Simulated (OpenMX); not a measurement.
Write the native input for OpenMX 3.8.5 that does the following.

| Item | Value |
| --- | --- |
| Task | band structure |
| Functional | PBE |
| Potentials or basis | OpenMX 2013 PBE set, Zr7.0-s3p2d2, Se7.0-s3p2d2, grid cutoff 400 Ry |
| k mesh | 7 × 7 × 5 |
| Occupations | fermi-dirac, width 0.05 eV |
| Spin | non-collinear spin, zero start, spin-orbit coupling |
| Starting moments | [[0.0, 0.0, 0.0], [0.0, 0.0, 0.0], [0.0, 0.0, 0.0]] μB |
| Mixing scheme | rmm-diisk |
| SCF threshold | 1e-07 Ha |
| Solver | band |
| Max SCF cycles | 100 |

Crystal: ZrSe2.

```
Zr Se
1.0
     3.79800    0.00000    0.00000
    -1.89900    3.28916    0.00000
     0.00000    0.00000    6.19200
Zr Se
1 2
Direct
  0.00000 0.00000 0.00000
  0.66667 0.33333 0.75000
  0.33333 0.66667 0.25000
```

The input as run:

ZrSe2.dat

```
System.CurrrentDirectory             ./
System.Name                          ZrSe2
DATA.PATH                            ./DFT_DATA13
level.of.stdout                      1
level.of.fileout                     0
Species.Number                       2
<Definition.of.Atomic.Species
  Zr  Zr7.0-s3p2d2           Zr_PBE13
  Se  Se7.0-s3p2d2           Se_PBE13
Definition.of.Atomic.Species>

Atoms.Number                         3
Atoms.SpeciesAndCoordinates.Unit     FRAC
<Atoms.SpeciesAndCoordinates
    1  Zr    0.0000000000    0.0000000000    0.0000000000   6.000  6.000     0.00    0.00    0.00    0.00  0  off
    2  Se    0.6666666667    0.3333333333    0.7500000000   3.000  3.000     0.00    0.00    0.00    0.00  0  off
    3  Se    0.3333333333    0.6666666667    0.2500000000   3.000  3.000     0.00    0.00    0.00    0.00  0  off
Atoms.SpeciesAndCoordinates>

Atoms.UnitVectors.Unit               Ang
<Atoms.UnitVectors
     3.7980000000    0.0000000000    0.0000000000
    -1.8990000000    3.2891644836    0.0000000000
     0.0000000000    0.0000000000    6.1920000000
Atoms.UnitVectors>

scf.XcType                           GGA-PBE
scf.SpinPolarization                 nc
scf.SpinOrbit.Coupling               on
scf.ElectronicTemperature            580.226
scf.energycutoff                     400.0
scf.maxIter                          100
scf.EigenvalueSolver                 band
scf.Kgrid                            7 7 5
scf.Mixing.Type                      rmm-diisk
scf.Init.Mixing.Weight               0.05
scf.Min.Mixing.Weight                0.001
scf.Max.Mixing.Weight                0.3
scf.Mixing.History                   25
scf.Mixing.StartPulay                8
scf.criterion                        1.0e-7
MD.Type                              nomd
Band.dispersion                      on
Band.Nkpath                          9
<Band.kpath
    9   0.000000  0.000000  0.000000    0.500000  0.000000  0.000000  G M
    5   0.500000  0.000000  0.000000    0.333333  0.333333  0.000000  M K
   10   0.333333  0.333333  0.000000    0.000000  0.000000  0.000000  K G
    5   0.000000  0.000000  0.000000    0.000000  0.000000  0.500000  G A
    9   0.000000  0.000000  0.500000    0.500000  0.000000  0.500000  A L
    5   0.500000  0.000000  0.500000    0.333333  0.333333  0.500000  L H
   10   0.333333  0.333333  0.500000    0.000000  0.000000  0.500000  H A
    5   0.500000  0.000000  0.500000    0.500000  0.000000  0.000000  L M
    5   0.333333  0.333333  0.000000    0.333333  0.333333  0.500000  K H
Band.kpath>
```

Potentials or basis: OpenMX 2013 PBE set, Zr7.0-s3p2d2, Se7.0-s3p2d2, grid cutoff 400 Ry.

Launch:

```console
$ openmx ZrSe2.dat -nt 1 > ZrSe2.std
```

It gave:

```yaml
Largest_force: 0.630 eV/Å
Band_gap_on_the_k_mesh: 0.14 eV, indirect (least direct gap 0.76 eV)
Band_gap_along_the_path: 0.10 eV, indirect (least direct gap 0.76 eV)
Net_moment: 0.00 μB per cell
Mulliken_charges: Zr +0.76; Se -0.38 e
```

Caveat: Mulliken charges move with the basis; total energies with and without spin-orbit coupling shouldn't be compared in this program; the basis of atomic orbitals isn't converged, which shifts pressures, moduli and gaps.

It took 4.5 min on 1 thread of Arm Neoverse V1, with other jobs on the host, peak memory 1.2 GiB.
